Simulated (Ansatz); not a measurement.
# Te2Mo: the cost of one run

Method: DFT LDA, scalar-relativistic, plane waves, PAW, in Ansatz 0.2.0.

2 further runs of the same task are left out: 2 set aside as unsound or not needed.

### 1 Starting point

It takes space group P-6m2 (No. 187, hexagonal). The conventional cell has a = 3.467 Å, b = 3.467 Å, c = 17.520 Å, α = 90.00°, β = 90.00°, γ = 120.00°. Around Te (site symmetry 3m) lie 3 Mo at 2.69 Å. Mo (site symmetry -6m2) has 6 Te at 2.69 Å as nearest neighbours.

As a file:

```cif
data_structure
_symmetry_space_group_name_H-M 'P 1'
_symmetry_Int_Tables_number 1
_cell_length_a 3.4665
_cell_length_b 3.4665
_cell_length_c 17.5198
_cell_angle_alpha 90.000
_cell_angle_beta 90.000
_cell_angle_gamma 120.000
_cell_volume 182.33
loop_
_atom_site_label
_atom_site_type_symbol
_atom_site_fract_x
_atom_site_fract_y
_atom_site_fract_z
_atom_site_occupancy
Te1 Te 0.33333 0.66667 0.89753 1
Te2 Te 0.33333 0.66667 0.10247 1
Mo1 Mo 0.00000 0.00000 0.00000 1
```

It goes back to an entry of the Materials Project, which need not be the stable form.

It is the result of an earlier relaxation at this level (volume 60.78 Å³/atom; gap on the mesh: 1.24 eV).

The unstrained cell was computed beforehand with the same settings: E(σ→0) = -18497.9701 eV for 3 atoms, gap 1.24 eV over the zone.

### 2 At -1.5 %

Input file input.yaml:

```yaml
crystal:
  lattice:
    - [3.4145498005, 0.0, 0.0]
    - [-1.7072749002, 2.9570868697, 0.0]
    - [0.0, 0.0, 17.6774896293]
  atoms:
    - { symbol: Te, position: [0.3333333333, 0.6666666667, 0.8975342416] }
    - { symbol: Te, position: [0.3333333333, 0.6666666667, 0.1024657584] }
    - { symbol: Mo, position: [0.0, 0.0, 0.0] }
basis:
  ecutwfc: 420
kpoints:
  mp_grid: { grid: [12, 12, 2] }
hamiltonian:
  xc: lda
scf:
  occupations: { method: gaussian, width: 0.02 }
output:
  forces: true
  stress: true
  eigenvalues: true
relax:
  adjacent_minimum: "off"
  f_tol: 0.008
  max_steps: 40
  cell: { stress_tol: 0.015, fix: [a, b, gamma] }
```

Run with:

```sh
$ ansatz run input.yaml --threads 1 --pin off --max-ram 2560MiB --backend cpu --events-out ev --progress --plain --runs-dir out
```

**Question.** How long does this run take on 1 thread of Intel Xeon at 2.50GHz (Skylake/Cascade Lake), shared host, and how much memory does it need?

About 2.2 min, with a peak of 0.48 GiB.
